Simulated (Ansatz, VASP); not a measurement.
# Two plane-wave programs on CaO

Contents of INCAR:

```
SYSTEM = CaO
PREC = Accurate
ENCUT = 520
EDIFF = 1E-6
ISMEAR = 0
SIGMA = 0.02
LREAL = .False.
LASPH = .True.
NELM = 80
ALGO = Normal
ISIF = 2
LWAVE = .False.
LCHARG = .False.
GGA = PS
NBANDS = 15
```

KPOINTS

```
Automatic mesh
0
Gamma
  8 8 8
  0 0 0
```

File POSCAR:

```
CaO
1.0
    0.0000000000      2.5260000000      2.5260000000
    2.5260000000      0.0000000000      2.5260000000
    2.5260000000      2.5260000000      0.0000000000
Ca O
1 1
Direct
    0.0000000000      0.0000000000      0.0000000000
    0.2500000000      0.2500000000      0.2500000000
```

Input for Ansatz:

```yaml
crystal:
  lattice:
    - [0.0, 2.526, 2.526]
    - [2.526, 0.0, 2.526]
    - [2.526, 2.526, 0.0]
  atoms:
    - { symbol: Ca, position: [0.0, 0.0, 0.0] }
    - { symbol: O, position: [0.25, 0.25, 0.25] }
basis:
  ecutwfc: 420
kpoints:
  mp_grid: { grid: [8, 8, 8] }
hamiltonian:
  xc: pbesol
scf:
  occupations: { method: gaussian, width: 0.02 }
output:
  forces: true
  stress: true
  eigenvalues: true
  write_density: true
  write_potential: true
  elf: true
  volumetric_format: npy
```

Alike in both runs: task single point; functional PBEsol; k mesh 8 × 8 × 8; occupations gaussian, width 0.02 eV; no spin polarisation.

|  | VASP | Ansatz |
| --- | --- | --- |
| version | VASP 6.6.1 | Ansatz 0.2.0 |
| potentials or method | VASP PAW PBE potentials, release 64 (Ca_sv, O) | scalar-relativistic, plane waves, PAW |
| plane-wave cutoff (eV) | 520 | 420 |
| valence electrons in the cell | 16 | 16 |

```csv
,VASP,Ansatz,Ansatz less VASP
gap on the k mesh at the Fermi level (eV),3.51,3.51,+0.005
least direct gap on the mesh (eV),4.34,4.34,-0.003
pressure (GPa),7.8,7.1,-0.69
```

With one functional, cell and mesh, what is left measures potentials, basis and numerics.

Caveats: the PAW data sets were made with another functional, which shifts forces and pressure a little (VASP). A k mesh can miss the band edges. PBEsol gaps usually lie below the measured ones, often by a third to a half.
